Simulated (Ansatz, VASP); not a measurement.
PtS2: VASP beside Ansatz

INCAR

```
SYSTEM = PtS2
PREC = Accurate
ENCUT = 520
EDIFF = 1E-6
ISMEAR = 0
SIGMA = 0.1
LREAL = .FALSE.
LASPH = .TRUE.
NELM = 60
ALGO = Normal
ISIF = 2
LWAVE = .FALSE.
LCHARG = .FALSE.
GGA = PE
IVDW = 12
NBANDS = 18
```

The input KPOINTS:

```
regular mesh
0
G
  6 6 4
  0 0 0
```

File POSCAR:

```
PtS2
1.0
    3.5432000000      0.0000000000      0.0000000000
   -1.7716000000      3.0685012107      0.0000000000
    0.0000000000      0.0000000000      5.0388000000
Pt S
1 2
Direct
    0.0000000000      0.0000000000      0.0000000000
    0.3333333333      0.6666666667      0.2270000000
    0.6666666667      0.3333333333      0.7730000000
```

Input for Ansatz:

```yaml
crystal:
  lattice:
    - [3.5432, 0.0, 0.0]
    - [-1.7716, 3.0685012107, 0.0]
    - [0.0, 0.0, 5.0388]
  atoms:
    - { symbol: Pt, position: [0.0, 0.0, 0.0] }
    - { symbol: S, position: [0.3333333333, 0.6666666667, 0.227] }
    - { symbol: S, position: [0.6666666667, 0.3333333333, 0.773] }
basis:
  ecutwfc: 420
kpoints:
  mp_grid: { grid: [6, 6, 4] }
hamiltonian:
  xc: pbe
  dispersion: d3bj
scf:
  occupations: { method: gaussian, width: 0.1 }
output:
  forces: true
  stress: true
  eigenvalues: true
```

Alike in both runs: task single point; functional PBE; dispersion D3(BJ); k mesh 6 × 6 × 4; occupations gaussian, width 0.1 eV; no spin polarisation.

|  | VASP | Ansatz |
| --- | --- | --- |
| version | VASP 6.6.1 | Ansatz 0.2.0 |
| potentials or method | VASP PAW PBE potentials, release 64 (Pt, S) | scalar-relativistic, plane waves, PAW |
| plane-wave cutoff (eV) | 520 | 420 |
| valence electrons in the cell | 22 | 30 |

```tsv
	VASP	Ansatz	Ansatz less VASP
gap on the k mesh at the Fermi level (eV)	0.98	0.97	-0.014
least direct gap on the mesh (eV)	1.50	1.48	-0.019
pressure (GPa)	7.3	7.8	+0.52
largest component of the traceless stress (GPa)	1.02	1.20	+0.181
rms of the force components (eV/Å)	0.588	0.609	+0.0206
```

Atom by atom the forces differ by 0.021 eV/Å (rms over components). The two sets of potentials don't hold the same shells in valence.

Caveats: spin-orbit coupling is left out, which moves the levels of the heavy elements; forces of over 1 eV/Å show positions far from the minimum, so gaps and moduli don't describe the material at rest. A k mesh can miss the band edges. As with any semilocal functional, this PBE gap is likely too small.
